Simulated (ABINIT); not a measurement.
Here is an ABINIT 10.8.3 (patched build) calculation.

File run.abi:

```
# Datasets: ground state, then fixed potential
ndtset 2

# Pseudopotentials
pp_dirpath "./"
pseudos "Ge.upf"

# Structure
acell 2.952068562 2.952068562 2.698231 Angstrom
rprim
     0.4732779645    -0.8809131446     0.0000000000
     0.4732779645     0.8809131446     0.0000000000
     0.0000000000     0.0000000000     1.0000000000
ntypat 1
znucl 32
natom 1
typat 1
xcart
     2.6402289653     0.0000000000     0.0000000000
chkprim 0
chksymtnons 0
tolsym 1.0e-6

# Plane-wave basis
ecut 39.0

# Exchange and correlation
ixc -116133

# Bands and occupations
occopt 3
tsmear 0.05 eV

# SCF cycle
nstep 100

# Output
iomode 3
prtwf 0
prteig 0
prtebands 0
prtden1 1

# Dataset 1
kptopt1 1
ngkpt1 11 11 10
nshiftk1 1
shiftk1 0.0 0.0 0.0
nband1 11
tolvrs1 1.0e-10

# Dataset 2: bands along G-X-S-R-A-Z-G-Y-X1-A1-T-Y
iscf2 -2
getden2 1
nband2 17
nbdbuf2 4
tolwfr2 1.0e-11
kptopt2 -11
ndivsm2 8
prteig2 1
kptbounds2
     0.0000000000     0.0000000000     0.0000000000
     0.3221616403     0.3221616403     0.0000000000
     0.0000000000     0.5000000000     0.0000000000
     0.0000000000     0.5000000000     0.5000000000
     0.3221616403     0.3221616403     0.5000000000
     0.0000000000     0.0000000000     0.5000000000
     0.0000000000     0.0000000000     0.0000000000
    -0.5000000000     0.5000000000     0.0000000000
    -0.3221616403     0.6778383597     0.0000000000
    -0.3221616403     0.6778383597     0.5000000000
    -0.5000000000     0.5000000000     0.5000000000
    -0.5000000000     0.5000000000     0.0000000000
```

Potentials or basis: PseudoDojo NC SR PBEsol v0.4.1 standard.

Launch:

```console
$ abinit run.abi > log 2>&1
```

(1) What does it give for the band gap on the k mesh?

(2) Predict the pressure.

## Answers

(1) none (metal or under the smearing width).

(2) -4.0 GPa.
